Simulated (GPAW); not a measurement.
Pr: single point with PBE

Crystal: Pr.

```
Pr
1.0
    -2.09737    2.09737    2.09737
     2.09737   -2.09737    2.09737
     2.09737    2.09737   -2.09737
Pr
1
Direct
  0.00000 0.00000 0.00000
```

This isn't the form of Pr at room conditions, which is double hcp.

* Program: GPAW 26.7.0
* Task: single point
* Functional: PBE
* Potentials or basis: GPAW PAW data sets (gpaw-data 1.2.1)
* Cutoff: 700 eV
* Basis: pw
* k mesh: 7 × 7 × 7
* Occupations: fermi-dirac, width 0.05 eV
* Spin: collinear spin, ferromagnetic start
* Starting moments: [2.0] μB
* Maxiter: 80

The pressure is -3.6 GPa, the band gap on the k mesh is none (metal or under the smearing width) and the net moment is 2.83 μB per cell. The site moments are Pr +2.22 μB.

Levels at points of the mesh, in eV from the Fermi level:
Spin up:
| k point | band 5 | band 6 | band 7 | band 8 | band 9 | band 10 | band 11 | band 12 |
| --- | --- | --- | --- | --- | --- | --- | --- | --- |
| (0.00, 0.00, 0.00) | -3.76 | -0.15 | -0.15 | -0.15 | 0.26 | 0.26 | 0.26 | 0.31 |
Spin down:
```csv
k point,band 3,band 4,band 5,band 6,band 7,band 8
"(0.00, 0.00, 0.00)",-16.64,-16.64,-3.09,1.35,1.35,1.35
```

Wall time 45 s on 1 thread of Arm Neoverse V1, on a shared host, peak memory 0.19 GiB.

Caveat: the cutoff is short for stress and forces, so pressures can be off by a GPa or more; one-centre terms of the f shell are cut off; the magnetic or orbital state may not be the lowest; spin-orbit coupling is left out, which moves the levels of the heavy elements. The state reached can hang on the start; a lower one may exist.
